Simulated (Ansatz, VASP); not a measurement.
**Two plane-wave programs on MgO**

The input INCAR:

```
  PREC = Accurate
  ENCUT = 520
  EDIFF = 1E-7
  ISMEAR = 0
  SIGMA = 0.02
  LREAL = F
  LASPH = T
  NELM = 100
  ALGO = Normal
  ISIF = 2
  LWAVE = F
  LCHARG = T
  GGA = PE
  LELF = T
  LVHAR = T
  NBANDS = 16
```

The input KPOINTS:

```
Automatic mesh
0
Gamma
  9 9 6
```

POSCAR

```
MgO
1.0
    3.4804161566      0.0000000000      0.0000000000
   -1.7402080783      3.0141288073      0.0000000000
    0.0000000000      0.0000000000      4.4215792427
Mg O
2 2
Direct
    0.6666666700      0.3333333300      0.7500000000
    0.3333333300      0.6666666700      0.2500000000
    0.6666666700      0.3333333300      0.2500000000
    0.3333333300      0.6666666700      0.7500000000
```

Input for Ansatz:

```yaml
crystal:
  lattice:
    - [3.4804161566, 0.0, 0.0]
    - [-1.7402080783, 3.0141288073, 0.0]
    - [0.0, 0.0, 4.4215792427]
  atoms:
    - { symbol: Mg, position: [0.66666667, 0.33333333, 0.75] }
    - { symbol: Mg, position: [0.33333333, 0.66666667, 0.25] }
    - { symbol: O, position: [0.66666667, 0.33333333, 0.25] }
    - { symbol: O, position: [0.33333333, 0.66666667, 0.75] }
basis:
  ecutwfc: 420
kpoints:
  mp_grid: { grid: [9, 9, 6] }
hamiltonian:
  xc: pbe
scf:
  occupations: { method: gaussian, width: 0.02 }
output:
  forces: true
  stress: true
  eigenvalues: true
```

Alike in both runs: task single point; functional PBE; k mesh 9 × 9 × 6; occupations gaussian, width 0.02 eV; no spin polarisation.

|  | VASP | Ansatz |
| --- | --- | --- |
| version | VASP 6.6.1 | Ansatz 0.2.0 |
| potentials or method | VASP PAW PBE potentials, release 64 (Mg, O) | scalar-relativistic, plane waves, PAW |
| plane-wave cutoff (eV) | 520 | 420 |
| valence electrons in the cell | 16 | 32 |

```tsv
	VASP	Ansatz	Ansatz less VASP
gap on the k mesh at the Fermi level (eV)	3.09	3.11	+0.018
least direct gap on the mesh (eV)	3.09	3.11	+0.018
pressure (GPa)	-2.3	-1.8	+0.49
largest component of the traceless stress (GPa)	4.61	4.50	-0.114
```

The two sets of potentials don't hold the same shells in valence.
